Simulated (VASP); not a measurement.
# Tl (P6_3/mmc) in VASP: a series of runs

The runs below take Tl through single point, with PBEsol.

Program: VASP 6.6.1. These are calculated values, not measurements. Logs are shortened: lines on timing, memory, paths and dates and some standing lists are left out, and cuts for length are marked.

## Step 1: Starting point

It takes space group P6_3/mmc (No. 194, hexagonal). Conventional cell: a = 3.456 Å, b = 3.456 Å, c = 5.525 Å, α = 90.00°, β = 90.00°, γ = 120.00°. Tl (site symmetry -6m2) is surrounded by 12 Tl at 3.41 to 3.46 Å.

## Step 2: Single point, PBEsol

The input, INCAR:

```
PREC = Accurate ; ENCUT = 450
EDIFF = 0.001 ; ISMEAR = 1
SIGMA = 0.1 ; LREAL = False
LASPH = True ; NELM = 100
ALGO = Normal ; ISIF = 2
LWAVE = False ; LCHARG = False
GGA = PS ; NBANDS = 20
ADDGRID = False
```

The input, KPOINTS:

```
regular mesh
0
Gamma
  6 6 4
```

The input, POSCAR:

```
Tl
1.0
    3.4560000000      0.0000000000      0.0000000000
   -1.7280000000      2.9929837955      0.0000000000
    0.0000000000      0.0000000000      5.5250000000
Tl
2
Direct
    0.6666666667      0.3333333333      0.7500000000
    0.3333333333      0.6666666667      0.2500000000
```

Potentials or basis: VASP PAW PBE potentials, release 64 (Tl_d).

Run with:

```
$ cat potpaw_PBE.64/Tl_d/POTCAR > POTCAR
$ mpirun -np 1 vasp_std > vasp.out
```

OUTCAR:

```text
PREC = Accurate
   ENCUT = 450
   EDIFF = 0.001
   ISMEAR = 1
   LREAL = False
   LASPH = True
   NELM = 100
   ISIF = 2
   GGA = PS

 Found     21 irreducible k-points:

 Following reciprocal coordinates:
            Coordinates               Weight
  0.000000  0.000000  0.000000      1.000000
  0.166667  0.000000  0.000000      6.000000
  0.333333  0.000000  0.000000      6.000000
  0.500000  0.000000  0.000000      3.000000
  0.166667  0.166667  0.000000      6.000000
  0.333333  0.166667  0.000000     12.000000
   k-points           NKPTS =     21   k-points in BZ     NKDIM =     21   number of bands    NBANDS=     20
   number of dos      NEDOS =    301   number of ions     NIONS =      2
   total plane-waves  NPLWV =  23040
   dimension x,y,z NGX =    24 NGY =   24 NGZ =   40
   dimension x,y,z NGXF=    48 NGYF=   48 NGZF=   80
   ions per type =               2
   NGX,Y,Z   is equivalent  to a cutoff of  11.54, 11.54, 12.04 a.u.
   NGXF,Y,Z  is equivalent  to a cutoff of  23.09, 23.09, 24.07 a.u.
 SYSTEM =  unknown system
   PREC   = accura    normal or accurate (medium, high low for compatibility)
   ISTART =      0    job   : 0-new  1-cont  2-samecut
   ICHARG =      2    charge: 1-file 2-atom 10-const
   ISPIN  =      1    spin polarized calculation?
   LNONCOLLINEAR =      F non collinear calculations
   LSORBIT =      F    spin-orbit coupling
   LASPH  =      T    aspherical Exc in radial PAW
   ENCUT  =  450.0 eV  33.07 Ry    5.75 a.u.   5.98  5.98  9.56*2*pi/ulx,y,z
   NELM   =    100;   NELMIN=  2; NELMDL= -5     # of ELM steps
   EDIFF  = 0.1E-02   stopping-criterion for ELM
   LREAL  =      F    real-space projection
   EDIFFG = 0.1E-01   stopping-criterion for IOM
   NSW    =      0    number of steps for IOM
   IBRION =     -1    ionic relax: 0-MD 1-quasi-New 2-CG
   NFREE  =      0    steps in history (QN), initial steepest desc. (CG)
   ISIF   =      2    stress and relaxation
   ISYM   =      2    0-nonsym 1-usesym 2-fastsym
   POTIM  = 0.5000    time-step for ionic-motion
   TEBEG  =    0.0;   TEEND  =   0.0 temperature during run
   PSTRESS=    0.0 pullay stress
   NELECT =      26.0000    total number of electrons
   NUPDOWN=      -1.0000    fix difference up-down
   EMIN   =  10.00;   EMAX   =-10.00  energy-range for DOS
   EFERMI =   0.00;   METHOD = LEGACY
   ISMEAR =     1;   SIGMA  =   0.10  broadening in eV -4-tet -1-fermi 0-gaus
   EFERMI_NEDOS =   21; number of points for ismear=-14 and -15
   IALGO  =     38    algorithm
   IMIX   =      4    mixing-type and parameters
     AMIX     =   0.40;   BMIX     =  1.00
     AMIX_MAG =   1.60;   BMIX_MAG =  1.00
  volume/ion in A,a.u.               =      28.57       192.83
  Fermi-wavevector in a.u.,A,eV,Ry     =   1.259107  2.379366 21.569987  1.585349
  Thomas-Fermi vector in A             =   2.392683
   LORBIT       =      0    0 simple, 1 ext, 2 COOP (PROOUT), +10 PAW based schemes
   GGA     = PS    functional components
   LHFCALC =     F    Hartree Fock is set to
   AEXX    =    0.0000 exact exchange contribution
   IVDW    =     0    specifies the selected vdW correction
   LEPSILON=     F    determine dielectric tensor
   LRPA    =     F    only Hartree local field effects (RPA)
 non-spin polarized calculation
 Methfessel and Paxton  Order N= 1 SIGMA  =   0.10
  energy-cutoff  :      450.00
  volume of cell :       57.15
 maximum number of plane-waves:      1254
 NGX is ok and might be reduce to    24
   NGX = 11   NGY = 11   NGZ = 19

 number of electron      25.9999996 magnetization

 Free energy of the ion-electron system (eV)
  ---------------------------------------------------
  ext. energy  EPLUGINS =         0.00000000
  ---------------------------------------------------
  free energy    TOTEN  =        -5.23413340 eV

  energy without entropy =       -5.23243794  energy(sigma->0) =       -5.23356825

 E-fermi :   6.4278     XC(G=0): -10.3708

 val. band max:        6.3726305272   @ k =   0.1667   0.0000   0.2500
 cond. band min:       6.4384435203   @ k =   0.3333   0.3333   0.2500
 fundamental gap:      0.0658129931
 Fermi energy:         6.4278423641

 k-point     1 :       0.0000    0.0000    0.0000
  band No.  band energies     occupation
      1      -5.3542      2.00000
      2      -5.1164      2.00000
      3      -5.1055      2.00000
      4      -5.1055      2.00000
      5      -5.0513      2.00000
      6      -5.0513      2.00000
[... 12 lines left out ...]
     19      17.1979      0.00000
     20      17.3059      0.00000

 k-point     2 :       0.1667    0.0000    0.0000
  band No.  band energies     occupation
      1      -5.3068      2.00000
      2      -5.1633      2.00000
      3      -5.0703      2.00000
      4      -5.0507      2.00000
      5      -5.0299      2.00000
      6      -4.9928      2.00000
[... 12 lines left out ...]
     19      16.7550      0.00000
     20      18.2238      0.00000

 k-point     3 :       0.3333    0.0000    0.0000
  band No.  band energies     occupation
      1      -5.4136      2.00000
      2      -5.2242      2.00000
      3      -5.1992      2.00000
      4      -5.1145      2.00000
      5      -4.9756      2.00000
      6      -4.8785      2.00000
[... 12 lines left out ...]
     19      15.3052      0.00000
     20      16.7086      0.00000

 k-point     4 :       0.5000    0.0000    0.0000
  band No.  band energies     occupation
      1      -5.4775      2.00000
      2      -5.3190      2.00000
      3      -5.2490      2.00000
      4      -5.1526      2.00000
      5      -4.9271      2.00000
      6      -4.9108      2.00000
[... 12 lines left out ...]
     19      14.6031      0.00000
     20      16.1668      0.00000

 k-point     5 :       0.1667    0.1667    0.0000
  band No.  band energies     occupation
      1      -5.2467      2.00000
      2      -5.2380      2.00000
      3      -5.1752      2.00000
      4      -5.0956      2.00000
      5      -5.0012      2.00000
      6      -4.9169      2.00000
[... 12 lines left out ...]
     19      15.6877      0.00000
     20      17.7472      0.00000

 k-point     6 :       0.3333    0.1667    0.0000
  band No.  band energies     occupation
      1      -5.3360      2.00000
      2      -5.3233      2.00000
      3      -5.1592      2.00000
      4      -5.1180      2.00000
      5      -4.9369      2.00000
      6      -4.9283      2.00000
[... 12 lines left out ...]
     19      14.4127      0.00000
     20      17.5532      0.00000

 [... further k-points ...]
[... 5 lines left out ...]
  --------------------------------------------------------------------------------------
  -------------------------------------------------------------------------------------
  Total       -0.4041250     -0.4041250      0.6560696      0.0000000      0.0000000      0.0000000
  in kB      -11.3296336    -11.3296336     18.3928957      0.0000000      0.0000000      0.0000000
  external PRESSURE =      -1.4221238 kB  Pullay stress =       0.0000000 kB

 VOLUME and BASIS-vectors are now :
 -----------------------------------------------------------------------------
  energy-cutoff  :      450.00
  volume of cell :       57.15
      direct lattice vectors                 reciprocal lattice vectors
     3.456000000  0.000000000  0.000000000     0.289351852  0.167057370  0.000000000
    -1.728000000  2.992983795  0.000000000     0.000000000  0.334114739  0.000000000
     0.000000000  0.000000000  5.525000000     0.000000000  0.000000000  0.180995475

 POSITION                                       TOTAL-FORCE (eV/Angst)
 -----------------------------------------------------------------------------------
      1.72800      0.99766      4.14375        -0.000000      0.000000      0.000000
     -0.00000      1.99532      1.38125         0.000000     -0.000000      0.000000
 -----------------------------------------------------------------------------------
    total drift:                               -0.000000      0.000000     -0.000000

  FREE ENERGIE OF THE ION-ELECTRON SYSTEM (eV)
  ---------------------------------------------------
  free  energy   TOTEN  =        -5.2341334029 eV

  energy  without entropy=       -5.2324379391  energy(sigma->0) =       -5.23356825
```

Wall time 5.7 s (1 thread of AMD EPYC 9R45 (Zen 5), shared host); peak memory 0.12 GiB.

These settings aren't checked as converged: the numbers below hold their error.

What came out:

```
Free energy            : -5.2341 eV
Pressure               : -0.1 GPa
Band gap on the k mesh : none (metal or under the smearing width)
```

Caveat: the PAW data sets were made with another functional, which shifts forces and pressure a little.

## Step 3: Single point, PBEsol

Edit INCAR of step 2 so:

```diff
@@ -1,3 +1,3 @@
 PREC = Accurate ; ENCUT = 450
-EDIFF = 0.001 ; ISMEAR = 1
+EDIFF = 1E-4 ; ISMEAR = 1
 SIGMA = 0.1 ; LREAL = False
```

KPOINTS is that of step 2.

POSCAR is that of step 2.

Potentials or basis: VASP PAW PBE potentials, release 64 (Tl_d).

Run with:

```
$ cat potpaw_PBE.64/Tl_d/POTCAR > POTCAR
$ mpirun -np 1 vasp_std > vasp.out
```

OUTCAR:

```text
PREC = Accurate
   ENCUT = 450
   EDIFF = 1E-4
   ISMEAR = 1
   LREAL = False
   LASPH = True
   NELM = 100
   ISIF = 2
   GGA = PS

 Found     21 irreducible k-points:

 Following reciprocal coordinates:
            Coordinates               Weight
  0.000000  0.000000  0.000000      1.000000
  0.166667  0.000000  0.000000      6.000000
  0.333333  0.000000  0.000000      6.000000
  0.500000  0.000000  0.000000      3.000000
  0.166667  0.166667  0.000000      6.000000
  0.333333  0.166667  0.000000     12.000000
[... 80 lines left out ...]
      4      -5.1067      2.00000
      5      -5.0525      2.00000
      6      -5.0525      2.00000
[... 127 lines left out ...]
     19      14.4123      0.00000
     20      17.5528      0.00000

 [... further k-points ...]
[... 5 lines left out ...]
  --------------------------------------------------------------------------------------
  -------------------------------------------------------------------------------------
  Total       -0.3706967     -0.3706967      0.6836237      0.0000000     -0.0000000      0.0000000
  in kB      -10.3924742    -10.3924742     19.1653734      0.0000000     -0.0000000      0.0000000
  external PRESSURE =      -0.5398584 kB  Pullay stress =       0.0000000 kB

 VOLUME and BASIS-vectors are now :
 -----------------------------------------------------------------------------
  energy-cutoff  :      450.00
  volume of cell :       57.15
      direct lattice vectors                 reciprocal lattice vectors
     3.456000000  0.000000000  0.000000000     0.289351852  0.167057370  0.000000000
    -1.728000000  2.992983795  0.000000000     0.000000000  0.334114739  0.000000000
     0.000000000  0.000000000  5.525000000     0.000000000  0.000000000  0.180995475

 POSITION                                       TOTAL-FORCE (eV/Angst)
 -----------------------------------------------------------------------------------
      1.72800      0.99766      4.14375        -0.000000     -0.000000      0.000000
     -0.00000      1.99532      1.38125         0.000000      0.000000      0.000000
 -----------------------------------------------------------------------------------
    total drift:                               -0.000000      0.000000     -0.000000

  FREE ENERGIE OF THE ION-ELECTRON SYSTEM (eV)
  ---------------------------------------------------
  free  energy   TOTEN  =        -5.2341402897 eV

  energy  without entropy=       -5.2324471738  energy(sigma->0) =       -5.23357592
```

stdout:

```text
POSCAR found type information on POSCAR Tl
 POSCAR found :  1 types and       2 ions
 scaLAPACK will be used
 -----------------------------------------------------------------------------
|                                                                             |
|                                                                             |
|     You enforced a specific xc type in the INCAR file but a different       |
|     I HOPE YOU KNOW WHAT YOU ARE DOING!                                     |
|                                                                             |
 -----------------------------------------------------------------------------

 LDA part: xc-table for (Slater+PW92), standard interpolation
 POSCAR, INCAR and KPOINTS ok, starting setup
 FFT: planning ... GRIDC
 FFT: planning ... GRID_SOFT
 FFT: planning ... GRID
 WAVECAR not read
 entering main loop
```

Wall time 6.5 s (1 thread of AMD EPYC 9R45 (Zen 5), shared host); peak memory 0.12 GiB.

These settings aren't checked as converged: the numbers below hold their error.

What came out:

- Free energy: -5.2341 eV
- Pressure: -0.1 GPa
- Band gap on the k mesh: none (metal or under the smearing width)

Caveat: the PAW data sets were made with another functional, which shifts forces and pressure a little.

## Step 4: Single point, PBEsol

Edit INCAR of step 3 so:

```diff
@@ -1,3 +1,3 @@
 PREC = Accurate ; ENCUT = 450
-EDIFF = 1E-4 ; ISMEAR = 1
+EDIFF = 1E-5 ; ISMEAR = 1
 SIGMA = 0.1 ; LREAL = False
```

KPOINTS is that of step 3.

POSCAR is that of step 3.

Run with:

```
$ cat potpaw_PBE.64/Tl_d/POTCAR > POTCAR
$ mpirun -np 1 vasp_std > vasp.out
```

Wall time 6.2 s (1 thread of AMD EPYC 9R45 (Zen 5), shared host); peak memory 0.13 GiB.

These settings aren't checked as converged: the numbers below hold their error.

Results:

```
Free energy            : -5.2341 eV
Pressure               : -0.1 GPa
Band gap on the k mesh : none (metal or under the smearing width)
```

Caveat: the PAW data sets were made with another functional, which shifts forces and pressure a little.

## Step 5: Single point, PBEsol

The input, INCAR:

```
PREC = Accurate ; ENCUT = 450
EDIFF = 1E-6 ; ISMEAR = 1
SIGMA = 0.1 ; LREAL = False
LASPH = True ; NELM = 100
ALGO = Normal ; ISIF = 2
LWAVE = False ; LCHARG = False
GGA = PS ; NBANDS = 20
ADDGRID = True
```

KPOINTS is that of step 4.

POSCAR is that of step 4.

Run with:

```
$ cat potpaw_PBE.64/Tl_d/POTCAR > POTCAR
$ mpirun -np 1 vasp_std > vasp.out
```

It took 12 s on 1 thread of AMD EPYC 9R45 (Zen 5), shared host; peak memory 0.19 GiB.

These settings aren't checked as converged: the numbers below hold their error.

What came out:

```
Free energy            : -5.2341 eV
Pressure               : -0.1 GPa
Band gap on the k mesh : none (metal or under the smearing width)
```

Caveat: the PAW data sets were made with another functional, which shifts forces and pressure a little.
